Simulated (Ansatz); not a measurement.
# Notes on GeSe

```
Ge Se
1.0
     4.38833    0.00000    0.00000
     0.00000    3.82726    0.00000
     0.00000    0.00000   10.81052
Ge Se
4 4
Direct
  0.10600 0.25000 0.87900
  0.39400 0.25000 0.37900
  0.60600 0.75000 0.62100
  0.89400 0.75000 0.12100
  0.50300 0.25000 0.14800
  0.99700 0.25000 0.64800
  0.00300 0.75000 0.35200
  0.49700 0.75000 0.85200
```

Method: r2SCAN, no spin polarisation; PAW, plane waves to 500 eV, 6×7×3 Γ-centred mesh, fermi-dirac occupations (width 0.0131 eV) (Ansatz 0.2.0), atoms fixed.

**Question.** Which orbitals make up the band edges?

**Answer.** Within 0.7 eV of the edges, the states project mainly on Se p (62 %), Ge s (20 %) and Ge p (16 %) below the gap and on Ge p (61 %) and Se p (18 %) above it.

**Question.** Which atom feels the largest force, and which way?

**Answer.** The largest is on Se5 (and as large on other atoms): 0.22 eV/Å, components (0.21, 0.00, -0.07). It makes 119° with the line to a nearest neighbour, Ge2 at 2.54 Å.

**Question.** What do density and ELF say about some of the short contacts?

**Answer.** Ge–Se at 2.54 Å: least valence density 0.44 e/Å³ and ELF 0.59 there. Both are smooth PAW fields, read partly inside the augmentation spheres.

**Question.** Is there a gap, and of what kind?

**Answer.** The gap is 0.86 eV, indirect (the least direct gap found is 0.95 eV).

**Question.** Is the cell too large or too small?

**Answer.** The pressure is 1.5 GPa (compression positive), so with the atoms held at these fractions the cell would first expand.

**Question.** Which element gives electrons and which takes them?

**Answer.** Bader charges in e: Ge +0.69, Se -0.69. In the mean Ge gives up most and Se takes most.

**Question.** What is the formation energy?

**Answer.** -0.19 eV an atom against the elements' usual phases (free molecules for gases, crystals otherwise, with no correction for O₂ or N₂), so it is bound against them; other compounds may still compete. Relaxing would lower it.

Origin: a database entry at a rescaled volume.
